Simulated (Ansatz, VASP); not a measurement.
# One calculation of KF (Carobbiite), two programs

The input INCAR:

```
PREC     = Accurate       # precision mode
ENCUT    = 520            # plane-wave cutoff, eV
EDIFF    = 1E-7           # SCF threshold, eV
ISMEAR   = -1             # smearing method
SIGMA    = 0.05           # smearing width, eV
LREAL    = F              # projectors in reciprocal space
LASPH    = T              # aspherical terms in the spheres
NELM     = 60             # most SCF steps
ALGO     = Normal         # electronic algorithm
ISIF     = 2              # what is computed and relaxed
LWAVE    = F              # write WAVECAR
LCHARG   = F              # write CHGCAR
GGA      = PE             # functional
NBANDS   = 15             # bands
```

Contents of KPOINTS:

```
regular mesh
0
Gamma
  9 9 9
```

The input POSCAR:

```
KF
1.0
    0.0000000000      2.6718500000      2.6718500000
    2.6718500000      0.0000000000      2.6718500000
    2.6718500000      2.6718500000      0.0000000000
K F
1 1
Direct
    0.0058160000     -0.0138380000      0.0045480000
    0.5005540000      0.4867360000      0.5172190000
```

Contents of input.yaml:

```yaml
crystal:
  lattice:
    - [0.0, 2.67185, 2.67185]
    - [2.67185, 0.0, 2.67185]
    - [2.67185, 2.67185, 0.0]
  atoms:
    - { symbol: K, position: [0.005816, -0.013838, 0.004548] }
    - { symbol: F, position: [0.500554, 0.486736, 0.517219] }
hamiltonian:
  xc: pbe
  pseudopotentials: { kind: paw }
kpoints:
  mp_grid: { grid: [9, 9, 9] }
scf:
  occupations: { method: fermi_dirac, width: 0.05 }
output:
  forces: true
  stress: true
  eigenvalues: true
  write_density: true
  write_potential: true
  elf: true
  volumetric_format: npy
```

Change from the starting cell: atoms moved at random, drawn with an rms of 0.05 Å.

Alike in both runs: task single point; functional PBE; k mesh 9 × 9 × 9; occupations fermi-dirac, width 0.05 eV; no spin polarisation.

```csv
,VASP,Ansatz
version,VASP 6.6.1,Ansatz 0.2.0
potentials or method,"VASP PAW PBE potentials, release 64 (K_sv, F)",Ansatz PAW
plane-wave cutoff (eV),520,420
valence electrons in the cell,16,16
```

|  | VASP | Ansatz | Ansatz less VASP |
| --- | --- | --- | --- |
| gap on the k mesh at the Fermi level (eV) | 6.17 | 6.18 | +0.016 |
| least direct gap on the mesh (eV) | 6.17 | 6.18 | +0.016 |
| pressure (GPa) | 1.5 | 1.4 | -0.04 |
| rms of the force components (eV/Å) | 0.041 | 0.039 | -0.0016 |

Atom by atom the forces differ by 0.002 eV/Å (rms over components).

Caveats: an odd mesh through Γ misses points on the zone boundary, where band edges often lie (VASP); odd divisions of the mesh miss points on the zone boundary, where band edges often lie, so the gap on the mesh can be too wide (Ansatz); the pressure holds a Pulay correction of +0.3 GPa for the finite cutoff (Ansatz).
